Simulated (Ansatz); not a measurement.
GaN at a changed volume: Ga-69 nuclear quadrupole resonance

Cell: a structure deposited in the COD, relaxed with PBE at fixed cell and then changed (volume scaled by 1.04, ions relaxed).

```
CELL_PARAMETERS angstrom
3.22185 0.00000 0.00000
-1.61092 2.79020 0.00000
0.00000 0.00000 5.23398
ATOMIC_POSITIONS crystal
Ga 0.33333 0.66667 0.00394
Ga 0.66667 0.33333 0.50394
N 0.33333 0.66667 0.38106
N 0.66667 0.33333 0.88106
```

Atoms are numbered from 1 in the order listed; like atoms form one site, named after its first atom.

Computed with Ansatz: DFT, PBE, plane waves and PAW, scalar-relativistic, 420 eV cutoff, Γ-centred 11×11×6 k-points, Fermi–Dirac smearing 0.02 eV.

Ga-69: I = 3/2, Q = 171.0 mb (year-2017 value). Static lattice, zero field.

Question: Predict the zero-field Ga-69 lines of each site.

Answer: For I = 3/2 there is one line, ν = (|C_Q|/2)(1 + η²/3)^½.

```csv
site,atoms,V_zz (10²¹ V/m²),C_Q (MHz),η,line frequencies (MHz)
Ga,"1, 2",0.42,1.73,0.00,0.864
```

Question: And for Ga-71 (I = 3/2, Q = 107.0 mb) on Ga?

Answer: C_Q scales with Q to 1.08 MHz, with lines at 0.541 MHz.

An axis of threefold or higher order runs through Ga, so V_zz lies along it and η is zero.
